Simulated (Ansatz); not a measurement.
The system is CuO.

```
Cu O
1.0
     2.34465   -1.71340    0.00000
     2.34465    1.71340    0.00000
    -0.86055    0.00000    5.05944
Cu O
2 2
Direct
  0.00320 0.49680 0.00000
  0.49680 0.00320 0.50000
  0.57140 0.40560 0.25370
  0.40560 0.57140 0.75370
```

Program: Ansatz 0.2.0. Alike in all runs: potentials or basis Ansatz PAW; no spin polarisation; cell as given; k mesh 6 × 6 × 3; smearing fermi-dirac 0.05 eV; the mesh is coarse, so values aren't converged. Hardware: 2 threads of Arm Neoverse V1, on a shared host.

Task: Order these runs on this cell by their wall time, lowest first.
A. task single point; level PBE0; cutoff (eV) 420
B. task band structure; level PBE; cutoff (eV) 420; points for each segment of the path 14
C. task band structure; level HSE06; cutoff (eV) 420; points for each segment of the path 4
D. task band structure; level r2SCAN; cutoff (eV) 500; points for each segment of the path 14

Result: B (7.5 s), D (16 s), A (65 s), C (300 s).

Caveats: all runs use coarse meshes; the run has no spin polarisation, though such a crystal can be magnetic.
